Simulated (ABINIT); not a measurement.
Runs of ABINIT 10.8.3 (patched build) on La. Symmetry: Im-3m, No. 229, cubic system. The conventional cell has a = 4.248 Å, b = 4.248 Å, c = 4.248 Å, α = 90.00°, β = 90.00°, γ = 90.00°. La (site symmetry m-3m) has 8 La at 3.68 Å as nearest neighbours. This isn't the form of La at room conditions, which is double hcp.

```csv
task,level,potentials or basis,spin,U,cell,k mesh,cutoff (eV),smearing,fine-grid cutoff,start of the occupation matrix,double counting (usepawu),occupation projector (dmatpuopt),SCF steps with the typed occupation matrix (usedmatpu),other keys,gap on the mesh (eV),pressure (GPa)
single point,OLYP,JTH PAW PBE v2.0,"collinear, random start",-,volume scaled by 0.96,9 × 9 × 9,680,fermi-dirac 0.1 eV,1278.94 eV,-,-,-,-,-,none,1.2
projected density of states,LDA+U,JTH PAW LDA v2.0,off,La f U = 8 eV,as given,6 × 6 × 6,844,gaussian 0.02 eV,1442.2 eV,sensible,1,3,30,diemix = 0.9,none,(a)
single point,PBE,JTH PAW PBE v2.0,off,-,as given,9 × 9 × 9,680,fermi-dirac 0.05 eV,1278.94 eV,-,-,-,-,-,none,-0.4
single point,PBE,JTH PAW PBE v2.0,off,-,cell strained at random at fixed volume,9 × 9 × 9,680,fermi-dirac 0.05 eV,1278.94 eV,-,-,-,-,-,none,-0.4
```

Problem. Fill in the values left out.

Solution. (a) -2.0.

Caveats: Libxc's GGAs can fail where the two spin gradients oppose each other (some runs); the PAW data sets were made with another functional, which shifts forces and pressure a little (some runs); the fixed-potential step kept the typed occupation matrix instead of the converged one, so its bands and densities of states are wrong and aren't listed (some runs); U without spin polarisation on a metal has little footing (some runs); the U is typed as a test and isn't derived for this compound (some runs).

A k mesh can miss the band edges, and the runs leave out spin-orbit coupling on La.

A gap of «none» marks a metal or a gap under the smearing width.
